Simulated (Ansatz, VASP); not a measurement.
## Al: VASP beside Ansatz

```
CELL_PARAMETERS angstrom
0.00000 2.00374 2.02398
2.00374 0.00000 2.02398
2.00374 2.00374 0.00000
ATOMIC_POSITIONS crystal
Al 0.00000 0.00000 0.00000
```

Change from the starting cell: equal xx and yy strain of -1 %.

Alike in both runs: task single point; functional PBEsol; k mesh 14 × 14 × 14; occupations fermi-dirac, width 0.05 eV; no spin polarisation.

|  | VASP | Ansatz |
| --- | --- | --- |
| version | VASP 6.6.1 | Ansatz 0.2.0 |
| potentials or method | VASP PAW PBE potentials, release 64 (Al), cutoff 520 eV | all-electron LAPW, scalar-relativistic |

|  | VASP | Ansatz | Ansatz less VASP |
| --- | --- | --- | --- |
| pressure (GPa) | -0.5 | -0.6 | -0.05 |
| largest component of the traceless stress (GPa) | 0.37 | 0.37 | -0.006 |

Ansatz ran all-electron here, so the differences hold the error of VASP's frozen core and of both bases.

Caveats: the PAW data sets were made with another functional, which shifts forces and pressure a little (VASP).
